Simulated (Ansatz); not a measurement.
**InSe: single point with PBE**

InSe:

```
In Se
1.0
     2.00000    1.15470    8.44000
    -2.00000    1.15470    8.44000
     0.00000   -2.30940    8.44000
In Se
2 2
Cartesian
  0.0378 0.0269 22.5173
  -0.0315 -0.0640 -0.0407
  -0.0222 -0.0344 4.3095
  0.0283 -0.0169 9.6728
```

The cell isn't the ideal one: atoms moved at random, drawn with an rms of 0.05 Å.

```json
{
  "Program": "Ansatz 0.2.0",
  "Task": "single point",
  "Functional": "PBE",
  "Potentials or basis": "all-electron LAPW, scalar-relativistic",
  "Cutoff": "290 eV (chosen from the basis error)",
  "Basis error allowed": "0.001 eV/atom",
  "k mesh": "8 × 8 × 8",
  "Occupations": "fermi-dirac, width 0.05 eV",
  "Spin": "no spin polarisation"
}
```

- Pressure: 2.5 GPa
- Largest force: 0.506 eV/Å
- Band gap on the k mesh: 0.54 eV, direct
- Loewdin charges: In +0.18, +0.19; Se -0.14, -0.13 e

Forces on the atoms (eV/Å):
```
In  -0.227 -0.280 -0.262
In   0.344  0.250 -0.081
Se   0.240  0.279  0.086
Se  -0.357 -0.250  0.257
```

Stress tensor (GPa, compression positive):
```
 2.58  0.15 -1.04
 0.15  2.60 -0.90
-1.04 -0.90  2.45
```

Levels at points of the mesh, in eV from the valence-band top:
```tsv
k point	band 41	band 42	band 43	band 44	band 45	band 46	band 47	band 48	band 49	band 50
(0.00, 0.00, 0.00)	-1.51	-1.32	-1.18	-1.10	-0.94	1.82	2.22	4.38	4.44	5.33
(0.00, 0.00, -0.50)	-3.44	-2.35	-2.25	-2.00	-1.68	1.29	1.98	3.67	4.13	4.77
(0.00, -0.50, 0.00)	-3.44	-2.35	-2.23	-2.02	-1.67	1.24	2.01	3.69	4.06	4.80
(0.00, -0.50, -0.50)	-3.24	-2.53	-2.37	-1.90	-1.56	1.27	1.98	3.44	3.66	4.35
(-0.50, 0.00, 0.00)	-3.39	-2.41	-2.22	-2.08	-1.59	1.21	2.07	3.68	4.04	4.74
(-0.50, 0.00, -0.50)	-3.22	-2.59	-2.37	-1.89	-1.48	1.22	2.05	3.33	3.64	4.38
(-0.50, -0.50, 0.00)	-3.21	-2.58	-2.38	-1.87	-1.50	1.18	2.11	3.35	3.66	4.37
(-0.50, -0.50, -0.50)	-1.35	-1.25	-1.02	-0.91	0.00	0.54	2.32	4.33	4.35	5.75
```

Run time: 5.8 min on 2 threads of Intel(R) Xeon(R) Processor @ 2.70GHz, with other jobs on the host, peak memory 2.2 GiB.

Caveat: spin-orbit coupling is left out, which moves the levels of the heavy elements. A k mesh can miss the band edges.
